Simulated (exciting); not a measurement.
# Cu (Fm-3m) in exciting: notebook

Runs on Cu. Level: PBE. Tasks: single point.

Everything below comes from runs of exciting (release sodium). Logs are shortened: lines on timing, memory, paths and dates and some standing lists are left out, and cuts for length are marked.

## 1. The crystal as given

It takes space group Fm-3m (No. 225, cubic). The conventional cell has a = 3.615 Å, b = 3.615 Å, c = 3.615 Å, α = 90.00°, β = 90.00°, γ = 90.00°. Cu (site symmetry m-3m) is surrounded by 12 Cu at 2.56 Å.

## 2. Single point, PBE

input.xml

```xml
<input>
  <title>Cu</title>
  <structure speciespath="./" tshift="false">
    <crystal scale="1">
      <basevect>0.000000000000 3.415679970261 3.415679970261</basevect>
      <basevect>3.415679970261 0.000000000000 3.415679970261</basevect>
      <basevect>3.415679970261 3.415679970261 0.000000000000</basevect>
    </crystal>
    <species speciesfile="Cu.xml" rmt="2">
      <atom coord="0.000000000000 0.000000000000 0.000000000000"/>
    </species>
  </structure>
  <groundstate do="fromscratch" ngridk="13 13 13" rgkmax="9" gmaxvr="14" lmaxapw="10" lmaxmat="10" lmaxvr="8" xctype="GGA_PBE" stype="Gaussian" swidth="0.00040424" nempty="12" ValenceRelativity="iora*" epsengy="1e-05" epspot="1e-05" maxscl="60" tforce="true" outputlevel="high"/>
</input>
```

Potentials or basis: all-electron LAPW+lo, shipped species files, valence relativity iora*.

Launch:

```
$ OMP_NUM_THREADS=1 exciting_smp
```

INFO.OUT:

```text
================================================================================
EXCITING SODIUM started
[... 10 lines left out ...]

 Lattice vectors (cartesian) :
      0.0000000000      3.4156799703      3.4156799703
      3.4156799703      0.0000000000      3.4156799703
      3.4156799703      3.4156799703      0.0000000000

 Reciprocal lattice vectors (cartesian) :
     -0.9197561484      0.9197561484      0.9197561484
      0.9197561484     -0.9197561484      0.9197561484
      0.9197561484      0.9197561484     -0.9197561484

 Unit cell volume                           :      79.7005860214
 Brillouin zone volume                      :       3.1122759044

 Species :    1 (Cu)
     parameters loaded from                 :    Cu.xml
     name                                   :    copper
     nuclear charge                         :     -29.00000000
     electronic charge                      :      29.00000000
     atomic mass                            :  115837.27170000
     muffin-tin radius                      :       2.00000000
     # of radial points in muffin-tin       :     350

     atomic positions (lattice) :
       1 :   0.00000000  0.00000000  0.00000000

 Total number of atoms per unit cell        :       1

 Spin treatment                             :    spin-unpolarised

 Number of Bravais lattice symmetries       :      48
 Number of crystal symmetries               :      48

 k-point grid                               :      13   13   13
 Total number of k-points                   :      84
 k-point set is reduced with crystal symmetries

 R^MT_min * |G+k|_max (rgkmax)              :       9.00000000
 Species with R^MT_min                      :       1 (Cu)
 Maximum |G+k| for APW functions            :       4.50000000
 Maximum |G| for potential and density      :      14.00000000
 Polynomial order for pseudochg. density    :       9

 G-vector grid sizes                        :      24    24    24
 Total number of G-vectors                  :    3695

 Maximum angular momentum used for
     APW functions                          :      10
     computing H and O matrix elements      :      10
     potential and density                  :       8
     inner part of muffin-tin               :       2

 Total nuclear charge                       :     -29.00000000
 Total electronic charge                    :      29.00000000
 Total core charge                          :      12.00000000
 Total valence charge                       :      17.00000000

 Effective Wigner radius, r_s               :       0.86894369

 Number of empty states                     :      12
 Total number of valence states             :      21

 Maximum Hamiltonian size                   :     142
 Maximum number of plane-waves              :     130
 Total number of local-orbitals             :      12

 Exchange-correlation type                  :      20
     Perdew-Burke-Ernzerhof, Phys. Rev. Lett. 77, 3865 (1996)
     Generalised gradient approximation (GGA)

 Smearing scheme                            :    Gaussian
 Smearing width                             :       0.00040424

 Using multisecant Broyden potential mixing
[... 6 lines left out ...]
* Groundstate module started                                                   *
********************************************************************************
 Output level for this task is set to high

++++++++++++++++++++++++++++++++++++++++++++++++++++++++++++++++++++++++++++++++
[... 5 lines left out ...]
+ SCF iteration number :    1                                                  +
++++++++++++++++++++++++++++++++++++++++++++++++++++++++++++++++++++++++++++++++
 Total energy                               :     -1641.94634781
 _______________________________________________________________
 Fermi energy                               :         0.36150817
 Kinetic energy                             :      1689.38670321
 Coulomb energy                             :     -3264.32915377
 Exchange energy                            :       -65.60574977
 Correlation energy                         :        -1.39814749
 Sum of eigenvalues                         :      -943.62542445
 Effective potential energy                 :     -2633.01212767
 Coulomb potential energy                   :     -2545.94322259
 xc potential energy                        :       -87.06890507
 Hartree energy                             :       486.13298491
 Electron-nuclear energy                    :     -3518.20919241
 Nuclear-nuclear energy                     :      -232.25294627
 Madelung energy                            :     -1991.35754247
 Core-electron kinetic energy               :         0.00000000

 DOS at Fermi energy (states/Ha/cell)       :        25.31178528

 Electron charges :
     core                                   :        12.00000000
     core leakage                           :         0.00156136
     valence                                :        17.00000000
     interstitial                           :         1.94356051
     charge in muffin-tin spheres :
                  atom     1    Cu          :        27.05643949
     total charge in muffin-tins            :        27.05643949
     total charge                           :        29.00000000
[... 377 lines left out ...]
 Kinetic energy                             :      1683.33360441
 Coulomb energy                             :     -3270.72902839
 Exchange energy                            :       -66.23645220
 Correlation energy                         :        -1.40021274
 Sum of eigenvalues                         :      -946.24365275
 Effective potential energy                 :     -2629.57725716
 Coulomb potential energy                   :     -2541.67392279
 xc potential energy                        :       -87.90333437
 Hartree energy                             :       496.80215933
 Electron-nuclear energy                    :     -3535.27824145
 Nuclear-nuclear energy                     :      -232.25294627
 Madelung energy                            :     -1999.89206699
 Core-electron kinetic energy               :         0.00000000

 DOS at Fermi energy (states/Ha/cell)       :         4.84412000

 Electron charges :
     core                                   :        12.00000000
     core leakage                           :         0.00143658
     valence                                :        17.00000000
     interstitial                           :         1.64192704
     charge in muffin-tin spheres :
                  atom     1    Cu          :        27.35807296
     total charge in muffin-tins            :        27.35807296
     total charge                           :        29.00000000

 RMS change in effective potential (target) :  0.642112E-10  ( 0.100000E-04)
 Absolute change in total energy   (target) :  0.486580E-06  ( 0.100000E-04)
 Charge distance                   (target) :  0.100015E-08  ( 0.100000E-04)
 Abs. change in max-nonIBS-force   (target) :   0.00000      ( 0.500000E-04)

++++++++++++++++++++++++++++++++++++++++++++++++++++++++++++++++++++++++++++++++
| Convergency criteria checked for the last 2 iterations                       +
| Convergence targets achieved. Performing final SCF iteration                 +
++++++++++++++++++++++++++++++++++++++++++++++++++++++++++++++++++++++++++++++++
 Total energy                               :     -1655.03208891
 _______________________________________________________________
 Fermi energy                               :         0.30470107
 Kinetic energy                             :      1683.33360441
 Coulomb energy                             :     -3270.72902839
 Exchange energy                            :       -66.23645220
 Correlation energy                         :        -1.40021274
 Sum of eigenvalues                         :      -946.24365275
 Effective potential energy                 :     -2629.57725716
 Coulomb potential energy                   :     -2541.67392279
 xc potential energy                        :       -87.90333437
 Hartree energy                             :       496.80215933
 Electron-nuclear energy                    :     -3535.27824145
 Nuclear-nuclear energy                     :      -232.25294627
 Madelung energy                            :     -1999.89206699
 Core-electron kinetic energy               :         0.00000000

 DOS at Fermi energy (states/Ha/cell)       :         4.84412004

 Electron charges :
     core                                   :        12.00000000
     core leakage                           :         0.00143658
     valence                                :        17.00000000
     interstitial                           :         1.64192704
     charge in muffin-tin spheres :
                  atom     1    Cu          :        27.35807296
     total charge in muffin-tins            :        27.35807296
     total charge                           :        29.00000000

++++++++++++++++++++++++++++++++++++++++++++++++++++++++++++++++++++++++++++++++
+ Self-consistent loop stopped                                                 +
++++++++++++++++++++++++++++++++++++++++++++++++++++++++++++++++++++++++++++++++
 STATE.OUT is written

--------------------------------------------------------------------------------
- Writing atomic positions and forces                                          -
--------------------------------------------------------------------------------

 Atomic positions (lattice) :
 atom     1  Cu  :     0.00000000    0.00000000    0.00000000

 Total atomic forces including IBS (cartesian) :
 atom     1  Cu  :     0.00000000    0.00000000    0.00000000

 Atomic force components including IBS (cartesian) :
 atom     1  Cu  :     0.00000000    0.00000000    0.00000000   HF force
                 :     0.00000000    0.00000000    0.00000000   core correction
                 :     0.00000000    0.00000000    0.00000000   IBS correction

********************************************************************************
* Groundstate module stopped                                                   *
********************************************************************************

================================================================================
| EXCITING SODIUM stopped                                                      =
================================================================================
```

It took 23 s on 1 thread of Arm Neoverse V2, shared host; peak memory 0.09 GiB.

Results:

```
Free energy                                       : -45035.7174 eV
Band gap on the k mesh                            : none (metal or under the smearing width)
All electrons inside the program's atomic spheres : Cu 27.36 (radii Cu 2.0 bohr)
```

Levels at points of the mesh, in eV from the Fermi level:
| k point | band 7 | band 8 | band 9 | band 10 | band 11 | band 12 |
| --- | --- | --- | --- | --- | --- | --- |
| (0.00, 0.00, 0.00) | -3.21 | -2.38 | -2.38 | 22.42 | 25.01 | 25.01 |

## 3. Single point, PBE

input.xml, as its differences from that of step 2:

```diff
@@ -12,3 +12,3 @@
   </structure>
-  <groundstate do="fromscratch" ngridk="13 13 13" rgkmax="9" gmaxvr="14" lmaxapw="10" lmaxmat="10" lmaxvr="8" xctype="GGA_PBE" stype="Gaussian" swidth="0.00040424" nempty="12" ValenceRelativity="iora*" epsengy="1e-05" epspot="1e-05" maxscl="60" tforce="true" outputlevel="high"/>
+  <groundstate do="fromscratch" ngridk="13 13 13" rgkmax="9" gmaxvr="14" lmaxapw="10" lmaxmat="10" lmaxvr="8" xctype="GGA_PBE" stype="Gaussian" swidth="0.00044099" nempty="12" ValenceRelativity="iora*" epsengy="1e-05" epspot="1e-05" maxscl="60" tforce="true" outputlevel="high"/>
 </input>
```

Potentials or basis: all-electron LAPW+lo, shipped species files, valence relativity iora*.

Launch:

```
$ OMP_NUM_THREADS=1 exciting_smp
```

It took 23 s on 1 thread of Arm Neoverse V2, shared host; peak memory 0.09 GiB.

It converged, with:

- Free energy: -45035.7174 eV
- Band gap on the k mesh: none (metal or under the smearing width)
- All electrons inside the program's atomic spheres: Cu 27.36 (radii Cu 2.0 bohr)

Levels at points of the mesh, in eV from the Fermi level:
```
           k point  band 5  band 6  band 7  band 8  band 9  band 10  band 11  band 12  band 13  band 14
(0.00, 0.00, 0.00)   -3.21   -3.21   -3.21   -2.38   -2.38    22.42    25.01    25.01    25.01    28.89
```

## 4. Single point, PBE

input.xml, as its differences from that of step 3:

```diff
@@ -12,3 +12,3 @@
   </structure>
-  <groundstate do="fromscratch" ngridk="13 13 13" rgkmax="9" gmaxvr="14" lmaxapw="10" lmaxmat="10" lmaxvr="8" xctype="GGA_PBE" stype="Gaussian" swidth="0.00044099" nempty="12" ValenceRelativity="iora*" epsengy="1e-05" epspot="1e-05" maxscl="60" tforce="true" outputlevel="high"/>
+  <groundstate do="fromscratch" ngridk="13 13 13" rgkmax="9" gmaxvr="14" lmaxapw="10" lmaxmat="10" lmaxvr="8" xctype="GGA_PBE" stype="Gaussian" swidth="0.00047774" nempty="12" ValenceRelativity="iora*" epsengy="1e-05" epspot="1e-05" maxscl="60" tforce="true" outputlevel="low"/>
 </input>
```

Launch:

```
$ OMP_NUM_THREADS=1 exciting_smp
```

Run time: 23 s. Hardware: 1 thread of Arm Neoverse V2, shared host; peak memory 0.09 GiB.

The run converged. Its results:

```yaml
Free_energy: -45035.7174 eV
Band_gap_on_the_k_mesh: none (metal or under the smearing width)
```

Levels at points of the mesh, in eV from the Fermi level:
```tsv
k point	band 6	band 7	band 8	band 9	band 10	band 11	band 12	band 13
(0.00, 0.00, 0.00)	-3.21	-3.21	-2.38	-2.38	22.42	25.01	25.01	25.01
```

## 5. The reference run

An earlier run on the cell as given: functional PBE; potentials or basis all-electron LAPW+lo, shipped species files, valence relativity iora*; rgkmax 9; k mesh 13 × 13 × 13; occupations fermi-dirac, width 0.05 eV; no spin polarisation.

- Band gap on the k mesh: none (metal or under the smearing width)
- All electrons inside the program's atomic spheres: Cu 27.36 (radii Cu 2.0 bohr)

## 6. Summary

| smearing | outputlevel | gap on the mesh (eV) |
| --- | --- | --- |
| gaussian 0.011 eV | high | none |
| gaussian 0.012 eV | high | none |
| gaussian 0.013 eV | low | none |
| fermi-dirac 0.05 eV | - | none |

Alike in all rows: task single point; level PBE; potentials or basis all-electron LAPW+lo, shipped species files, valence relativity iora*; no spin polarisation; cell as given; k mesh 13 × 13 × 13; rgkmax 9.

Every run on the cell as given and a fine mesh finds a metal.

Caveats: the free energy is that total less TS from the occupations (some runs).

Compare energies only between runs with the same functional and basis.
